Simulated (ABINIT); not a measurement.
# InGaP2 (R3m) in ABINIT: equation of state

Aim: energy against volume of InGaP2 in PBE, for its equilibrium volume and stiffness.

All numbers are computed with ABINIT 10.8.3 (patched build); they aren't measurements. Logs are shortened: lines on timing, memory, paths and dates and some standing lists are left out, and cuts for length are marked. The log counts tension as positive stress, the text compression.

## (1) The structure

The structure is trigonal, space group R3m (No. 160). The conventional cell has a = 4.055 Å, b = 4.055 Å, c = 19.903 Å, α = 90.00°, β = 90.00°, γ = 120.00°. Around In (site symmetry 3m) lie 4 P at 2.52 to 2.58 Å. Ga (site symmetry 3m) is surrounded by 4 P at 2.38 to 2.45 Å. Around P (site symmetry 3m) lie 3 Ga at 2.45 Å and 1 In at 2.58 Å. Around P (site symmetry 3m) lie 1 Ga at 2.38 Å and 3 In at 2.52 Å.

The cell comes from a database or a generator and needn't be the stable form of this composition.

## (2) Equation of state, PBE

Contents of run.abi:

```
ndtset 7
getwfk -1
scalecart1 3*0.9795861087
scalecart2 3*0.9864848297
scalecart3 3*0.9932883884
scalecart4 3*1.0000000000
scalecart5 3*1.0066227096
scalecart6 3*1.0131594038
scalecart7 3*1.0196128224

pp_dirpath "./"
pseudos "In.GGA_PBE-JTH.xml, Ga.GGA_PBE-JTH.xml, P.GGA_PBE-JTH.xml"

acell 13.2947059917 13.2947059917 13.2947059917
rprim
     0.2881731564     0.1663768494     0.9430137729
    -0.2881731564     0.1663768494     0.9430137729
     0.0000000000    -0.3327536988     0.9430137729
ntypat 3
znucl 49 31 15
natom 4
typat 1 2 3 3
xred
     0.4997530000     0.4997530000     0.4997530000
     0.9997810000     0.9997810000     0.9997810000
     0.3700420000     0.3700420000     0.3700420000
     0.8804250000     0.8804250000     0.8804250000

ecut 22.0
pawecutdg 44.0
pawxcdev 0

kptopt 1
ngkpt 8 8 8
nshiftk 1
shiftk 0.0 0.0 0.0

ixc 11

nband 22
occopt 3
tsmear 0.00183747

nstep 100
tolvrs 1.0e-9

iomode 3
prtwf 1
prtden 0
prteig 0
prtebands 0
```

Potentials or basis: JTH PAW PBE v2.0.

Run with:

```bash
abinit run.abi > log 2>&1
```

run.abo:

```text
.Version 10.8.3 of ABINIT
 DATASET    1 : space group R3 m (#160); Bravais hR (rhombohedral)
================================================================================
 Values of the parameters that define the memory need for DATASET  1.
     intxc =       0    ionmov =       0      iscf =      17    lmnmax =      18
     lnmax =       6     mgfft =      60  mpssoang =       3    mqgrid =    3001
     natom =       4  nloc_mem =       2    nspden =       1   nspinor =       1
    nsppol =       1      nsym =       6    n1xccc =       1    ntypat =       3
    occopt =       3   xclevel =       2
       mpw =        2976          nfft =      216000          nkpt =          65
 PAW method is used; the additional fine FFT grid is defined by:
   mgfftf=        80    nfftf =    512000
================================================================================
================================================================================
[... 71 lines left out ...]
 DATASET    7 : space group R3 m (#160); Bravais hR (rhombohedral)
================================================================================
 Values of the parameters that define the memory need for DATASET  7.
     intxc =       0    ionmov =       0      iscf =      17    lmnmax =      18
     lnmax =       6     mgfft =      60  mpssoang =       3    mqgrid =    3001
     natom =       4  nloc_mem =       2    nspden =       1   nspinor =       1
    nsppol =       1      nsym =       6    n1xccc =       1    ntypat =       3
    occopt =       3   xclevel =       2
       mpw =        3351          nfft =      216000          nkpt =          65
 PAW method is used; the additional fine FFT grid is defined by:
   mgfftf=        90    nfftf =    729000
================================================================================
================================================================================

--------------------------------------------------------------------------------
------------- Echo of variables that govern the present computation ------------
--------------------------------------------------------------------------------
 -outvars: echo values of preprocessed input variables --------
            acell      1.3294705992E+01  1.3294705992E+01  1.3294705992E+01 Bohr
              amu      1.14820000E+02  6.97230000E+01  3.09737620E+01
             ecut      2.20000000E+01 Hartree
           getwfk          -1
                       outvar_i_n : Printing only first  50 k-points.
              ixc          11
           jdtset        1    2    3    4    5    6    7
                       outvar_i_n : Printing only first  50 k-points.
         kptrlatt        8    0    0      0    8    0      0    0    8
          kptrlen1     6.00474904E+01
          kptrlen2     6.04703740E+01
          kptrlen3     6.08874242E+01
          kptrlen4     6.12988382E+01
          kptrlen5     6.17048026E+01
          kptrlen6     6.21054944E+01
          kptrlen7     6.25010814E+01
            natom           4
            nband          22
           ndtset           7
            ngfft          60      60      60
          ngfftdg1         80      80      80
          ngfftdg2         80      80      80
          ngfftdg3         80      80      80
          ngfftdg4         80      80      80
          ngfftdg5         80      80      80
          ngfftdg6         90      90      90
          ngfftdg7         90      90      90
             nkpt          65
            nstep         100
             nsym           6
           ntypat           3
                       prtocc : prtvol=0, do not print more k-points.
           occopt           3
        pawecutdg      4.40000000E+01 Hartree
         pawxcdev           0
           prtden           0
        prtebands           0
           prteig           0
            rprim1     2.8229042091E-01  1.6298045048E-01  9.2376319225E-01
                      -2.8229042091E-01  1.6298045048E-01  9.2376319225E-01
                       0.0000000000E+00 -3.2596090096E-01  9.2376319225E-01
            rprim2     2.8427844712E-01  1.6412823795E-01  9.3026878116E-01
                      -2.8427844712E-01  1.6412823795E-01  9.3026878116E-01
                       0.0000000000E+00 -3.2825647589E-01  9.3026878116E-01
            rprim3     2.8623905010E-01  1.6526019261E-01  9.3668463072E-01
                      -2.8623905010E-01  1.6526019261E-01  9.3668463072E-01
                       0.0000000000E+00 -3.3052038522E-01  9.3668463072E-01
            rprim4     2.8817315640E-01  1.6637684940E-01  9.4301377290E-01
                      -2.8817315640E-01  1.6637684940E-01  9.4301377290E-01
                       0.0000000000E+00 -3.3275369880E-01  9.4301377290E-01
            rprim5     2.9008164353E-01  1.6747871496E-01  9.4925907927E-01
                      -2.9008164353E-01  1.6747871496E-01  9.4925907927E-01
                       0.0000000000E+00 -3.3495742992E-01  9.4925907927E-01
            rprim6     2.9196534333E-01  1.6856626954E-01  9.5542327193E-01
                      -2.9196534333E-01  1.6856626954E-01  9.5542327193E-01
                       0.0000000000E+00 -3.3713253909E-01  9.5542327193E-01
            rprim7     2.9382504534E-01  1.6963996900E-01  9.6150893455E-01
                      -2.9382504534E-01  1.6963996900E-01  9.6150893455E-01
[... 19 lines left out ...]
           xangst4     4.4627762536E-17 -1.1882091356E-17  9.9465981039E+00
                       5.8850164810E-17 -2.2429726280E-16  1.9898669541E+01
                       4.7062214999E-17 -4.6673530049E-17  7.3649563996E+00
                      -1.4382774106E-17  3.0261279466E-16  1.7523123694E+01
           xangst5     2.7880343857E-17 -1.1435261785E-16  1.0012471535E+01
[... 24 lines left out ...]
                       1.1121069396E-16 -4.2386039747E-16  3.7603035702E+01
                       8.8934697226E-17 -8.8200189123E-17  1.3917750525E+01
                      -2.7179503992E-17  5.7185530411E-16  3.3113904653E+01
            xcart5     5.2686214187E-17 -2.1609512953E-16  1.8920829044E+01
                       6.0913150301E-16 -8.0404716866E-17  3.7852069687E+01
                      -6.3133303430E-17  2.7958210716E-16  1.4009923745E+01
                      -1.7013995330E-16 -2.1192538937E-16  3.3333208427E+01
            xcart6    -5.3991263432E-18 -3.8260222915E-16  1.9043695012E+01
                      -1.0219276468E-16  2.9604350690E-16  3.8097869233E+01
                      -3.0275855322E-16 -2.3193373269E-16  1.4100899824E+01
                       1.5688420109E-16  1.6873169014E-16  3.3549663896E+01
            xcart7    -6.5589522631E-17 -2.4120798896E-16  1.9164995703E+01
                       1.6784035123E-17 -2.4536576341E-16  3.8340537363E+01
                       6.3322933301E-17  1.0863256914E-17  1.4190716894E+01
                       4.6017679888E-17  2.9147748764E-16  3.3763361784E+01
             xred      4.9975300000E-01  4.9975300000E-01  4.9975300000E-01
                       9.9978100000E-01  9.9978100000E-01  9.9978100000E-01
                       3.7004200000E-01  3.7004200000E-01  3.7004200000E-01
                       8.8042500000E-01  8.8042500000E-01  8.8042500000E-01
            znucl       49.00000   31.00000   15.00000

================================================================================

 chkinp: Checking input parameters for consistency, jdtset=   1.

 chkinp: Checking input parameters for consistency, jdtset=   2.
[... 40 lines left out ...]
 getcut: wavevector=  0.0000  0.0000  0.0000  ngfft=  80  80  80
         ecut(hartree)=     44.000   => boxcut(ratio)=   2.05757

--- Pseudopotential description ------------------------------------------------
- pspini: atom type   1  psp file is ./In.GGA_PBE-JTH.xml
 Pseudopotential format is: paw10
 basis_size (lnmax)=  6 (lmn_size= 18), orbitals=   0   0   1   1   2   2
 Spheres core radius: rc_sph= 2.50644782
 Shapefunction is BESSEL type: shapef(r,l)=aa(1,l)*jl(q(1,l)*r)+aa(2,l)*jl(q(2,l)*r)
 Radius for shape functions =  1.40569481
 Compensation charge density is not taken into account in XC energy/potential

- pspini: atom type   2  psp file is ./Ga.GGA_PBE-JTH.xml
 Pseudopotential format is: paw10
 basis_size (lnmax)=  6 (lmn_size= 18), orbitals=   0   0   1   1   2   2
 Spheres core radius: rc_sph= 2.10359248
 Shapefunction is BESSEL type: shapef(r,l)=aa(1,l)*jl(q(1,l)*r)+aa(2,l)*jl(q(2,l)*r)
 Radius for shape functions =  1.80829011
 Compensation charge density is not taken into account in XC energy/potential

- pspini: atom type   3  psp file is ./P.GGA_PBE-JTH.xml
 Pseudopotential format is: paw10
 basis_size (lnmax)=  4 (lmn_size=  8), orbitals=   0   0   1   1
 Spheres core radius: rc_sph= 1.60765221
 Shapefunction is SIN type: shapef(r)=[sin(pi*r/rshp)/(pi*r/rshp)]**2
 Radius for shape functions =  1.60765221
 Compensation charge density is not taken into account in XC energy/potential

   1.80553378E+03                                ecore*ucvol(ha*bohr**3)
--------------------------------------------------------------------------------

================================================================================

--- !BeginCycle
iteration_state: {dtset: 1, }
solver: {iscf: 17, nstep: 100, nline: 4, wfoptalg: 10, }
tolerances: {tolvrs: 1.00E-09, }
...
[... 1013 lines left out ...]
 getcut: wavevector=  0.0000  0.0000  0.0000  ngfft=  90  90  90
         ecut(hartree)=     44.000   => boxcut(ratio)=   2.23822

 getcut : COMMENT -
  Note that boxcut > 2.2 ; recall that boxcut=Gcut(box)/Gcut(sphere) = 2
  is sufficient for exact treatment of convolution.
  Such a large boxcut is a waste : you could raise ecut
  e.g. ecut=   55.106031 Hartrees makes boxcut=2

--------------------------------------------------------------------------------

-inwffil : will read wavefunctions from disk file runo_DS5_WFK.nc

================================================================================
[... 198 lines left out ...]
 getcut: wavevector=  0.0000  0.0000  0.0000  ngfft=  90  90  90
         ecut(hartree)=     44.000   => boxcut(ratio)=   2.22406

 getcut : COMMENT -
  Note that boxcut > 2.2 ; recall that boxcut=Gcut(box)/Gcut(sphere) = 2
  is sufficient for exact treatment of convolution.
  Such a large boxcut is a waste : you could raise ecut
  e.g. ecut=   54.410675 Hartrees makes boxcut=2

--------------------------------------------------------------------------------

-inwffil : will read wavefunctions from disk file runo_DS6_WFK.nc

================================================================================
[... 162 lines left out ...]
-Cartesian components of stress tensor (GPa)         [Pressure= -3.3384E+00 GPa]
- sigma(1 1)=  3.30850807E+00  sigma(3 2)=  0.00000000E+00
- sigma(2 2)=  3.30850810E+00  sigma(3 1)=  0.00000000E+00
- sigma(3 3)=  3.39824854E+00  sigma(2 1)=  0.00000000E+00

== END DATASET(S) ==============================================================
================================================================================

 -outvars: echo values of variables after computation  --------
            acell      1.3294705992E+01  1.3294705992E+01  1.3294705992E+01 Bohr
           etotal1    -1.5048933822E+02
           etotal2    -1.5049107219E+02
           etotal3    -1.5049207517E+02
           etotal4    -1.5049242607E+02
           etotal5    -1.5049219381E+02
           etotal6    -1.5049144823E+02
           etotal7    -1.5049023344E+02
            fcart1     5.7850327331E-20 -5.8969831546E-20 -3.2250559391E-03
                       1.3096287058E-19 -1.8120569179E-20  2.0331447958E-03
                      -1.2883910403E-19 -1.8720164192E-19 -8.8396425514E-05
                      -5.9974093881E-20  2.6429204265E-19  1.2803075688E-03
            fcart2     1.9274532306E-19 -8.2067723695E-19 -2.5027436414E-03
                      -2.3429149090E-19  4.4402013524E-19  1.3512133517E-03
                       6.7819592782E-20  2.0209158984E-19  2.8651917237E-04
                      -2.6273424942E-20  1.7456551187E-19  8.6501111740E-04
            fcart3    -1.0316764459E-21 -5.9899837078E-21 -1.8483056501E-03
                      -2.7554476304E-20  4.4323947519E-20  7.2697151299E-04
[... 66 lines left out ...]
                       5.8850164810E-17 -2.2429726280E-16  1.9898669541E+01
                       4.7062214999E-17 -4.6673530049E-17  7.3649563996E+00
                      -1.4382774106E-17  3.0261279466E-16  1.7523123694E+01
           xangst5     2.7880343857E-17 -1.1435261785E-16  1.0012471535E+01
                       3.2233850962E-16 -4.2548343786E-17  2.0030452650E+01
                      -3.3408705402E-17  1.4794847958E-16  7.4137323671E+00
                      -9.0034185888E-17 -1.1214608639E-16  1.7639174254E+01
           xangst6    -2.8570946177E-18 -2.0246438037E-16  1.0077489405E+01
                      -5.4078082153E-17  1.5665947718E-16  2.0160524168E+01
                      -1.6021292666E-16 -1.2273404570E-16  7.4618748348E+00
                       8.3019543912E-17  8.9288965120E-17  1.7753717555E+01
           xangst7    -3.4708480627E-17 -1.2764177076E-16  1.0141678966E+01
                       8.8817288879E-18 -1.2984197024E-16  2.0288938612E+01
                       3.3509053207E-17  5.7485879911E-18  7.5094039815E+00
                       2.4351507479E-17  1.5424324384E-16  1.7866801607E+01
             xred      4.9975300000E-01  4.9975300000E-01  4.9975300000E-01
                       9.9978100000E-01  9.9978100000E-01  9.9978100000E-01
                       3.7004200000E-01  3.7004200000E-01  3.7004200000E-01
                       8.8042500000E-01  8.8042500000E-01  8.8042500000E-01
 Calculation completed.
```

It took 40 min on 1 thread of Arm Neoverse V2, shared host; peak memory 0.49 GiB.

Results:

| Item | Value |
| --- | --- |
| Equilibrium volume | 23.66 Å³/atom |
| Bulk modulus at fixed shape and positions | 66 GPa |
| Pressure derivative of the bulk modulus | 4.7 |

Energy against volume, from the lowest point:
```
volume (Å³/atom)  energy (meV/atom)
          22.198              21.01
          22.671               9.21
          23.143               2.39
          23.615               0.00
          24.088               1.58
          24.560               6.65
          25.032              14.92
```

Caveat: pressures at fixed basis lie under the slope of the energies; the cell was scaled at fixed shape and fractional positions, which overstates the stiffness of a crystal with free parameters, most of all of layers and chains.
